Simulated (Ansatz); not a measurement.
# SnSe: how the settings move a single-point run

Aim: see which settings change the result for SnSe, by how much, and at what cost.

Method: reference: DFT, PBE, all-electron LAPW, scalar-relativistic, in Ansatz 0.2.0.

1 further run of the same task is left out (it didn't finish).

## 1. The starting structure

The structure is tetragonal, space group I4mm (No. 107). The conventional cell has a = 4.257 Å, b = 4.257 Å, c = 6.021 Å, α = 90.00°, β = 90.00°, γ = 90.00°. Sn (site symmetry 4mm) has 1 Se at 2.11 Å as nearest neighbours. Se (site symmetry 4mm) is surrounded by 1 Sn at 2.11 Å.

Structure file:

```cif
data_structure
_symmetry_space_group_name_H-M 'P 1'
_symmetry_Int_Tables_number 1
_cell_length_a 4.2574
_cell_length_b 4.2574
_cell_length_c 4.2574
_cell_angle_alpha 60.000
_cell_angle_beta 60.000
_cell_angle_gamma 60.000
_cell_volume 54.57
loop_
_atom_site_label
_atom_site_type_symbol
_atom_site_fract_x
_atom_site_fract_y
_atom_site_fract_z
_atom_site_occupancy
Sn1 Sn 0.92500 0.92500 0.07500 1
Se1 Se 0.57500 0.57500 0.42500 1
```

## 2. The reference run

File input.yaml:

```yaml
crystal:
  lattice:
    - [0.0, 3.0104337128, 3.0104337128]
    - [3.0104337128, 0.0, 3.0104337128]
    - [3.0104337128, 3.0104337128, 0.0]
  atoms:
    - { symbol: Sn, position: [-0.075, -0.075, 0.075] }
    - { symbol: Se, position: [0.575, 0.575, 0.425] }
kpoints:
  mp_grid: { grid: [9, 9, 9] }
scf:
  occupations: { method: fermi_dirac, width: 0.05 }
hamiltonian:
  xc: pbe
  pseudopotentials: { kind: all_electron, lapw: { basis_error: 0.001 } }
output:
  forces: true
  stress: true
  eigenvalues: true
  populations: true
```

On the command line:

```console
ansatz run input.yaml --threads 1 --pin off --max-ram 2048MiB --backend cpu --events-out ev --progress --plain --runs-dir out
```

## 3. Variant: occupations.method methfessel_paxton, occupations.width 0.1, dispersion d3bjatm

input.yaml: that of step 2 with these lines changed.

```diff
@@ -11,3 +11,3 @@
 scf:
-  occupations: { method: fermi_dirac, width: 0.05 }
+  occupations: { method: methfessel_paxton, width: 0.1 }
 hamiltonian:
@@ -15,2 +15,3 @@
   pseudopotentials: { kind: all_electron, lapw: { basis_error: 0.001 } }
+  dispersion: d3bjatm
 output:
```

**Question.** What will these runs give? Wanted: for each run, ending; energy change; pressure; gap; force.

**Answer**, as computed:

| run | ending | energy change | pressure (GPa) | gap (eV) | force (eV/Å) | cycles | time |
| --- | --- | --- | --- | --- | --- | --- | --- |
| reference | converged | 0 | 23.4 | 0.27 | 10.03 | 7 | 73 s |
| 1: occupations.method methfessel_paxton, occupations.width 0.1, dispersion d3bjatm | converged | -349.6 meV/atom (σ→0) (offset of the dispersion model) | 24.1 | 0.26 | 9.83 | 7 | 68 s |

Residual by cycle in the longest SCF loop of each run; runs are numbered as in the table. The quantity is the density residual dr2, in eV.

```csv
cycle,reference,run 1
1,0.847,0.847
2,0.0515,0.0516
3,0.00992,0.00992
4,0.00214,0.00214
5,1.3e-4,1.3e-4
6,3.2e-6,3.2e-6
7,7.9e-8,7.8e-8
```

What this shows: The energy moves by -349.6 meV/atom, nearly all of it the dispersion term itself (-349.5 meV/atom); that offset belongs to the model and is no gain or loss of stability; the pressure goes from 23.4 to 24.1 GPa and the largest force goes from 10.03 to 9.83 eV/Å. The structure is not at rest: the sound run finds 23 GPa, so these are no properties of the relaxed crystal. 
